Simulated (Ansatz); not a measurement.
Write the native input for Ansatz 0.2.0 that does the following.

```
Task                : single point
Functional          : PBE
Potentials or basis : PseudoDojo standard (PBE files)
Cutoff              : 1088 eV
Density cutoff      : 4354 eV
k mesh              : 8 × 8 × 8
Occupations         : methfessel-paxton, width 0.1 eV
Spin                : spin-orbit coupling, no magnetisation
```

Crystal: Sb.

```xyz
1
Lattice="3.1600 0.0000 0.0000 0.0000 3.1600 0.0000 0.0000 0.0000 3.1600" Properties=species:S:1:pos:R:3 pbc="T T T"
Sb    0.0000    0.0000    0.0000
```

This isn't the form of Sb at room conditions, which is rhombohedral.

The input as run:

input.yaml

```yaml
crystal:
  lattice:
    - [3.16, 0.0, 0.0]
    - [0.0, 3.16, 0.0]
    - [0.0, 0.0, 3.16]
  atoms:
    - { symbol: Sb, position: [0.0, 0.0, 0.0] }
hamiltonian:
  xc: pbe
  pseudopotentials: { kind: nc_fr, accuracy: standard }
magnetization:
  noncollinear: true
  spin_orbit: true
kpoints:
  mp_grid: { grid: [8, 8, 8] }
scf:
  occupations: { method: methfessel_paxton, width: 0.1 }
output:
  forces: true
  stress: true
  eigenvalues: true
  write_density: true
  write_potential: true
  elf: true
  volumetric_format: npy
```

Potentials or basis: PseudoDojo standard (PBE files).

Run with:

```console
$ ansatz run input.yaml --threads 1 --pin off --max-ram 2560MiB --backend cpu --events-out ev --progress --plain --runs-dir out
```

Results of the run:

```
Pressure               : -2.1 GPa
Band gap on the k mesh : none (metal or under the smearing width)
```

Run time: 13 s on 1 thread of Intel(R) Xeon(R) CPU @ 2.60GHz (Ice Lake) (shared host), peak memory 0.5 GiB.
